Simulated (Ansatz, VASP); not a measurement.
Si: VASP beside Ansatz

```
CELL_PARAMETERS angstrom
-2.37137 2.37137 1.32926
2.37137 -2.37137 1.32926
2.37137 2.37137 -1.32926
ATOMIC_POSITIONS crystal
Si 0.25000 0.75000 0.50000
Si 0.50000 0.50000 0.00000
```

This isn't the form of Si at room conditions, which is diamond.

Alike in both runs: task single point; functional PBE; k mesh 13 × 13 × 13; occupations fermi-dirac, width 0.15 eV; no spin polarisation.

|  | VASP | Ansatz |
| --- | --- | --- |
| version | VASP 6.6.1 | Ansatz 0.2.0 |
| potentials or method | VASP PAW PBE potentials, release 64 (Si) | plane waves, PAW |
| plane-wave cutoff (eV) | 520 | 420 |
| valence electrons in the cell | 8 | 8 |

VASP gave:

```
pressure (GPa)                                  : 3.3
largest component of the traceless stress (GPa) : 2.17
```

Task: Which values does Ansatz return?

Result: Pressure (GPa): 3.4; largest component of the traceless stress (GPa): 2.19.
